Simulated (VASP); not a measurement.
Input of a VASP 6.6.1 run:

The input INCAR:

```
SYSTEM = Li
ALGO = Normal
EDIFF = 1E-7
ENCUT = 520
GGA = PE
ISIF = 2
ISMEAR = 0
LASPH = .True.
LCHARG = .False.
LREAL = .False.
LWAVE = .False.
NBANDS = 8
NELM = 100
PREC = Accurate
SIGMA = 0.1
```

Contents of KPOINTS:

```
k-points
0
Gamma
  20 20 20
  0 0 0
```

File POSCAR:

```
Li
1.0
    2.7324029741      0.0000000000      0.0000000000
    0.0000000000      2.7324029741      0.0000000000
    0.0000000000      0.0000000000      2.7324029741
Li
1
Direct
    0.0000000000      0.0000000000      0.0000000000
```

Potentials or basis: VASP PAW PBE potentials, release 64 (Li_sv).

The run is started by

```sh
$ cat potpaw_PBE.64/Li_sv/POTCAR > POTCAR
$ mpirun -np 1 vasp_std > vasp.out
```

Q: Estimate the band gap on the k mesh.

A: None (metal or under the smearing width).
